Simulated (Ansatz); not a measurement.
## InSe (P6_3/mmc), ideal shear of a crystal plane

Computed with DFT PBE+D3(BJ), scalar-relativistic, plane waves, PAW in Ansatz 0.2.0. Settings: plane waves to 420 eV, k-mesh 9×9×2 (Γ-centred), Gaussian smearing 0.03 eV. No spin polarisation. Energies are free energies at this smearing, counted from the undisturbed cell; pressure is positive in compression.

The undisturbed cell (relaxed at this level):

```
CELL_PARAMETERS angstrom
-4.03177 0.00000 0.00000
-2.01589 -3.49162 0.00000
0.00000 0.00000 16.76237
ATOMIC_POSITIONS crystal
In 0.33333 0.33333 0.16666
In 0.66667 0.66667 0.66666
In 0.33333 0.33333 0.33334
In 0.66667 0.66667 0.83334
Se 0.33333 0.33333 0.58987
Se 0.66667 0.66667 0.08987
Se 0.33333 0.33333 0.91013
Se 0.66667 0.66667 0.41013
```

The cut lies on the cell's a–b face, a (0 0 1) plane (indices in the standard cell, whose axes needn't be the Cartesian ones shown) of area 14.08 Å², between layers 3.01 Å apart. Vector c is tilted by f times 1·a + 0·b (length 4.032 Å) with the atoms' Cartesian places fixed: one unrelaxed fault a cell. The traction is dγ/du, the slope of γ against the slip u in Å. Some rows repeat others by symmetry and weren't run.

| f | γ (mJ/m²) | traction (GPa) |
| --- | --- | --- |
| 0.0000 | 0 | 0.0 |
| 0.1000 | 10 | 0.5 |
| 0.2000 | 37 | 0.8 |
| 0.3000 | 74 | 0.9 |
| 0.4000 | 107 | 0.6 |
| 0.5000 | 120 | 0.0 |
| 0.6000 | 107 | -0.6 |
| 0.7000 | 74 | -0.9 |
| 0.8000 | 37 | -0.8 |
| 0.9000 | 10 | -0.5 |

Problem. Read off the first barrier and the stress needed to climb it, and compare with Frenkel's sinusoid.

Solution. The first sampled maximum lies at f = 0.500, a slip of 2.02 Å, with γ ≈ 120 mJ/m², which stands in for the unstable fault energy γ_us, and the steepest sampled slope before it is 0.9 GPa. A sinusoid γ = γ_us sin²(πu/λ) with its maximum there has λ = 4.03 Å and a largest slope πγ_us/λ = 0.9 GPa (1 mJ/m² per Å = 0.01 GPa). The stand-in is too high: the stress and forces give a traction of 2.3 GPa across the line at this point, so it is no saddle, and slip that bends off the line crosses lower.

Problem. Is there a metastable fault on this line?

Solution. Apart from points where γ returns to about zero, no local minimum shows among the samples, so at this sampling the line offers no fault for a dislocation to split on; a fault can still lie off the line.

The cut is rigid; relaxing the faces lowers these energies and usually the stresses.